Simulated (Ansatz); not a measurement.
# SiC4: the cost of one run

Computed with Ansatz 0.2.0 (DFT PBE, scalar-relativistic, plane waves, PAW, unless a step's input says otherwise).

1 further run of the same task is left out (it didn't finish).

## 1. The starting structure

Symmetry: I4/m, No. 87, tetragonal system. Conventional cell: a = 5.945 Å, b = 5.945 Å, c = 3.760 Å, α = 90.00°, β = 90.00°, γ = 90.00°. Si (site symmetry 4/m) has 12 C at 2.66 Å as nearest neighbours. Around C (site symmetry m) lie 9 C at 2.66 Å and 3 Si at 2.66 Å.

Coordinates:

```
CELL_PARAMETERS angstrom
-2.97263 2.97263 1.88005
2.97263 -2.97263 1.88005
2.97263 2.97263 -1.88005
ATOMIC_POSITIONS crystal
Si 0.00000 0.00000 0.00000
C 0.60000 0.80000 0.40000
C 0.40000 0.20000 0.60000
C 0.80000 0.40000 0.20000
C 0.20000 0.60000 0.80000
```

The start is an ordering of an alloy on its end members' structure types: elements ordered on the sites of the Co type, Si/C on Co (I4/m, No. 87).

## 2. The guess as it stands, on a coarse mesh

input.yaml

```yaml
crystal:
  lattice:
    - [-2.97262743, 2.97262743, 1.88005466]
    - [2.97262743, -2.97262743, 1.88005466]
    - [2.97262743, 2.97262743, -1.88005466]
  atoms:
    - { symbol: Si, position: [0.0, 0.0, 0.0] }
    - { symbol: C, position: [0.6, 0.8, 0.4] }
    - { symbol: C, position: [0.4, 0.2, 0.6] }
    - { symbol: C, position: [0.8, 0.4, 0.2] }
    - { symbol: C, position: [0.2, 0.6, 0.8] }
basis:
  ecutwfc: 420
kpoints:
  mp_grid: { grid: [6, 6, 6] }
hamiltonian:
  xc: pbe
scf:
  occupations: { method: gaussian, width: 0.1 }
  lower_state_search: "off"
output:
  forces: true
  stress: true
  eigenvalues: true
```

Started as:

```sh
ansatz run input.yaml --threads 1 --pin off --max-ram 2560MiB --backend cpu --events-out ev --progress --plain --runs-dir out
```

**Question.** How long does this run take on 1 thread of Intel Xeon at 2.70GHz, shared host, and how much memory does it need?

About 2.2 s, with a peak of 0.35 GiB.
